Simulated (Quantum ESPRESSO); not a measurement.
# Convergence study of the SCF threshold for GeTe (R3m, 2 atoms in the cell)

```
CELL_PARAMETERS angstrom
      2.10078    -1.21288     3.69006
      0.00000     2.42577     3.69006
     -2.10078    -1.21288     3.69006
ATOMIC_POSITIONS crystal
  Ge 0.99675 0.99675 0.99675
  Te 0.52878 0.52878 0.52878
```

Level of theory: PBE, SSSP 1.1.2 efficiency (PBE) pseudopotentials (plane waves; Quantum ESPRESSO 7.5).

Base settings: ecutwfc = 50 Ry; ecutrho = 400 Ry; occupations = fixed; potentials = {Ge: ge_pbe_v1.4.uspp.F.UPF, Te: Te_pbe_v1.uspp.F.UPF}; K_POINTS = automatic 3 3 3 0 0 0; nbnd = 18; conv_thr = 1e-09 Ry; mixing_beta = 0.5.

The mesh stays at the base's, so the ladder's end is converged at best in this setting alone.

Only quantities that move along the ladder and can be compared are tabulated; the gap is left out on so coarse a mesh.

The count of work is k-points × plane waves × bands × iterations; it is no time. 

The starting cell comes from a database of computed structures (which also holds hypothetical and non-ambient phases and stackings), without a prior relaxation at this level. Its lattice was rescaled by up to half a per cent. One atom was moved a little off its site on purpose.

```csv
conv_thr,free energy less the last step's (meV/atom),pressure (GPa),largest difference of a force vector from the last step's (eV/Å),count of work / last
0.0073 Ry,1.00,7.45,1.050,0.17
0.00073 Ry,0.24,-4.22,0.349,0.25
7.3e-05 Ry,0.01,0.88,0.042,0.33
7.3e-06 Ry,0.01,0.88,0.042,0.33
7.3e-07 Ry,0.00,0.07,0.044,0.42
7.3e-08 Ry,0.00,0.05,0.010,0.50
7.3e-09 Ry,0.00,0.11,0.001,0.58
1e-09 Ry,0.00,0.08,0.001,0.67
7.3e-10 Ry,0.00,0.08,0.001,0.67
7.3e-12 Ry,0.00,0.09,0.000,0.83
7.3e-14 Ry,0.00,0.09,0.000,1.0
```

Coarsest conv_thr that holds the free energy within 0.5 meV/atom of the last step, with all finer ones: 0.00073 Ry, at 0.25 of the last step's count of work; the step before is off by 1.00 meV/atom.

Coarsest conv_thr that holds the forces within 0.005 eV/Å of the last step, with all finer ones: 7.3e-09 Ry; the step before is off by 0.010 eV/Å.

Coarsest conv_thr that holds the pressure within 0.5 GPa of the last step, with all finer ones: 7.3e-07 Ry, at 0.42 of the last step's count of work; the step before is off by 0.79 GPa.

Two neighbours can agree and both be off: 7.3e-05 Ry and 7.3e-06 Ry differ by 0.00 GPa in the pressure, yet lie about 0.79 GPa from the last step.
